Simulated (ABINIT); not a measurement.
The system is Co.

```xyz
2
Lattice="2.4874 0.0000 0.0000 -1.2437 2.1541 0.0000 0.0000 0.0000 4.0633" Properties=species:S:1:pos:R:3 pbc="T T T"
Co    0.0000    1.4361    3.0074
Co    1.2437    0.7180    1.0559
```

Base run:

```yaml
Program: ABINIT 10.8.3 (patched build)
Functional: PBE
Potentials_or_basis: JTH PAW PBE v2.0
Cutoff: 707 eV
k_mesh: 10 × 10 × 6
Occupations: fermi-dirac, width 0.05 eV
Spin: collinear spin, ferromagnetic start
Starting_moments: "[2.0, 2.0] μB"
```

Its results: band gap on the k mesh none (metal or under the smearing width); pressure 1.4 GPa; net moment 3.33 μB per cell; site moments Co +1.74 μB; largest force 0.490 eV/Å.

The run is repeated on the same cell with these changes: spin from collinear spin, ferromagnetic start to collinear spin, antiferromagnetic start; moments at the start from [2.0, 2.0] to [2.0, -2.0]. What comes out?

Band gap on the k mesh none (metal or under the smearing width); pressure -5.3 GPa; net moment 0.00 μB per cell; site moments Co +1.01, -1.01 μB; largest force 0.651 eV/Å.
